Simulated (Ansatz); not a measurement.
**Te$_{2}$Mo (P2_1/m): electronic heat capacity and spin susceptibility from the density of states**

The calculation used DFT LDA, scalar-relativistic, plane waves, PAW in Ansatz 0.2.0.

Cutoff 420 eV; k points 6×10×1 on the computed 6-atom cell (Γ-centred); Gaussian smearing, width 0.10 eV; no spin polarisation.

Relaxed cell: P2_1/m, a = 6.277 Å, b = 3.350 Å, c = 36.138 Å, α = 90.00°, β = 90.01°, γ = 90.00°, 6 atoms in the primitive cell.

The density of states at the Fermi level is 1.603 states/eV in the cell of 6 atoms (2 formula units; both spins, tetrahedra on a 9×15×2 mesh).

What Sommerfeld coefficient and Pauli susceptibility does this give?

Per formula unit N(E_F) = 0.802 states/eV. γ = (π²/3) k_B² N(E_F) N_A = 2.357 mJ/(mol K²) per state/eV, so γ = 1.9 mJ/(mol K²), a mole of formula units. χ_P = μ_B² N(E_F) N_A = 3.23×10⁻⁵ emu/mol per state/eV gives 2.6×10⁻⁵ emu/mol. This is the bare band result: a measured γ of the same phase is as a rule larger by a factor 1 + λ from phonons and spin fluctuations, the spin part of χ is larger by the Stoner factor, and a measured χ also holds orbital and core terms. N(E_F) at one energy is sensitive to the mesh where the density of states has sharp peaks.

Spin-orbit coupling is left out, which matters for the bands of heavy elements. The cell holds layers, and where no dispersion correction was added their binding is poorly described.

Cost: 1 run of about 15 core-minutes, on Intel Xeon Processor @ 2.50GHz (Skylake/Cascade Lake) (shared hosts).